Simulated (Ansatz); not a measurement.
# HfO2: the cost of one run

Method: DFT PBE, scalar-relativistic, plane waves, PAW, in Ansatz 0.2.0.

### Step 1. Starting point

The structure is tetragonal, space group P4_2/mnm (No. 136). The conventional cell has a = 4.814 Å, b = 4.814 Å, c = 3.205 Å, α = 90.00°, β = 90.00°, γ = 90.00°. Hf (site symmetry mmm) is surrounded by 6 O at 2.08 Å. Around O (site symmetry m2m) lie 3 Hf at 2.08 Å.

Structure file:

```xyz
48
Lattice="-4.8135 -4.8135 3.2054 -4.8135 4.8135 3.2054 -9.6271 0.0000 -6.4108" Properties=species:S:1:pos:R:3 pbc="T T T"
Hf    0.0000    0.0000    0.0000
Hf   -9.6271    0.0000   -3.2054
Hf   -4.8135    0.0000    3.2054
Hf   -9.6271    0.0000    0.0000
Hf   -9.6271    0.0000    3.2054
Hf  -14.4406    0.0000    0.0000
Hf   -4.8135    0.0000   -3.2054
Hf   -4.8135    0.0000    0.0000
Hf  -12.0338   -2.4068   -1.6027
Hf   -7.2203    2.4068   -1.6027
Hf  -12.0338    2.4068   -1.6027
Hf   -7.2203    2.4068    1.6027
Hf   -2.4068   -2.4068    1.6027
Hf   -7.2203   -2.4068   -1.6027
Hf   -7.2203   -2.4068    1.6027
Hf   -2.4068    2.4068    1.6027
O   -13.5022   -0.9384   -1.6027
O   -13.5022   -0.9384    1.6027
O   -13.5022    3.8751   -1.6027
O    -8.6886    3.8751    1.6027
O    -3.8751   -0.9384    1.6027
O    -8.6886   -0.9384   -1.6027
O    -8.6886   -0.9384    1.6027
O    -8.6886   -0.9384    4.8081
O   -12.9723   -3.3452   -3.2054
O    -8.1587    1.4683   -3.2054
O   -12.9723    1.4683   -3.2054
O    -8.1587    1.4683    0.0000
O    -8.1587    1.4683    3.2054
O   -12.9723    1.4683    0.0000
O    -8.1587   -3.3452    0.0000
O    -3.3452    1.4683    0.0000
O   -11.0954   -1.4683   -3.2054
O   -11.0954   -1.4683    0.0000
O   -15.9089   -1.4683    0.0000
O   -11.0954   -1.4683    3.2054
O    -6.2819    3.3452    3.2054
O   -11.0954    3.3452    0.0000
O    -6.2819   -1.4683    0.0000
O    -6.2819   -1.4683    3.2054
O   -10.5655   -3.8751   -1.6027
O    -5.7520    0.9384   -1.6027
O   -10.5655    0.9384   -1.6027
O    -5.7520    0.9384    1.6027
O   -15.3790    0.9384   -1.6027
O   -10.5655    0.9384    1.6027
O    -5.7520   -3.8751    1.6027
O   -10.5655    0.9384   -4.8081
```

The runs take a perfect supercell of 48 atoms; the defect goes to fractional position (0.674, 0.479, 0.826).

### Step 2. The perfect supercell

input.yaml reads:

```yaml
crystal:
  lattice:
    - [-4.813533, -4.813533, 3.205415]
    - [-4.813533, 4.813533, 3.205415]
    - [-9.627066, 0.0, -6.410831]
  atoms:
    - { symbol: Hf, position: [0.0, 0.0, 0.0] }
    - { symbol: Hf, position: [0.25, 0.25, 0.75] }
    - { symbol: Hf, position: [0.5, 0.5, 0.0] }
    - { symbol: Hf, position: [0.5, 0.5, 0.5] }
    - { symbol: Hf, position: [0.75, 0.75, 0.25] }
    - { symbol: Hf, position: [0.75, 0.75, 0.75] }
    - { symbol: Hf, position: [0.0, 0.0, 0.5] }
    - { symbol: Hf, position: [0.25, 0.25, 0.25] }
    - { symbol: Hf, position: [0.75, 0.25, 0.75] }
    - { symbol: Hf, position: [0.0, 0.5, 0.5] }
    - { symbol: Hf, position: [0.25, 0.75, 0.75] }
    - { symbol: Hf, position: [0.25, 0.75, 0.25] }
    - { symbol: Hf, position: [0.5, 0.0, 0.0] }
    - { symbol: Hf, position: [0.5, 0.0, 0.5] }
    - { symbol: Hf, position: [0.75, 0.25, 0.25] }
    - { symbol: Hf, position: [0.0, 0.5, 0.0] }
    - { symbol: O, position: [0.673739, 0.478783, 0.826261] }
    - { symbol: O, position: [0.923739, 0.728783, 0.576261] }
    - { symbol: O, position: [0.173739, 0.978783, 0.826261] }
    - { symbol: O, position: [0.173739, 0.978783, 0.326261] }
    - { symbol: O, position: [0.423739, 0.228783, 0.076261] }
    - { symbol: O, position: [0.423739, 0.228783, 0.576261] }
    - { symbol: O, position: [0.673739, 0.478783, 0.326261] }
    - { symbol: O, position: [0.923739, 0.728783, 0.076261] }
    - { symbol: O, position: [0.771216, 0.076261, 0.923739] }
    - { symbol: O, position: [0.021216, 0.326261, 0.673739] }
    - { symbol: O, position: [0.271216, 0.576261, 0.923739] }
    - { symbol: O, position: [0.271216, 0.576261, 0.423739] }
    - { symbol: O, position: [0.521216, 0.826261, 0.173739] }
    - { symbol: O, position: [0.521216, 0.826261, 0.673739] }
    - { symbol: O, position: [0.771216, 0.076261, 0.423739] }
    - { symbol: O, position: [0.021216, 0.326261, 0.173739] }
    - { symbol: O, position: [0.478784, 0.173739, 0.826261] }
    - { symbol: O, position: [0.728784, 0.423739, 0.576261] }
    - { symbol: O, position: [0.978784, 0.673739, 0.826261] }
    - { symbol: O, position: [0.978784, 0.673739, 0.326261] }
    - { symbol: O, position: [0.228784, 0.923739, 0.076261] }
    - { symbol: O, position: [0.228784, 0.923739, 0.576261] }
    - { symbol: O, position: [0.478784, 0.173739, 0.326261] }
    - { symbol: O, position: [0.728784, 0.423739, 0.076261] }
    - { symbol: O, position: [0.826261, 0.021217, 0.673739] }
    - { symbol: O, position: [0.076261, 0.271217, 0.423739] }
    - { symbol: O, position: [0.326261, 0.521217, 0.673739] }
    - { symbol: O, position: [0.326261, 0.521217, 0.173739] }
    - { symbol: O, position: [0.576261, 0.771217, 0.923739] }
    - { symbol: O, position: [0.576261, 0.771217, 0.423739] }
    - { symbol: O, position: [0.826261, 0.021217, 0.173739] }
    - { symbol: O, position: [0.076261, 0.271217, 0.923739] }
basis:
  ecutwfc: 420
  fft_grid_basis: typed
kpoints:
  mp_grid: { grid: [2, 2, 1] }
hamiltonian:
  xc: pbe
  pseudopotentials: { kind: paw }
scf:
  occupations: { method: gaussian, width: 0.05 }
output:
  forces: true
  stress: false
  eigenvalues: true
  bader: false
  write_density: true
  volumetric_format: npy
```

The run is started by

```sh
$ ansatz run input.yaml --threads 4 --pin off --max-ram 10240MiB --backend cpu --events-out ev --progress --plain --runs-dir out
```

What time and memory should one allow on 4 threads of Arm Neoverse V2, shared host?

About 11 s, with a peak of 2.8 GiB.
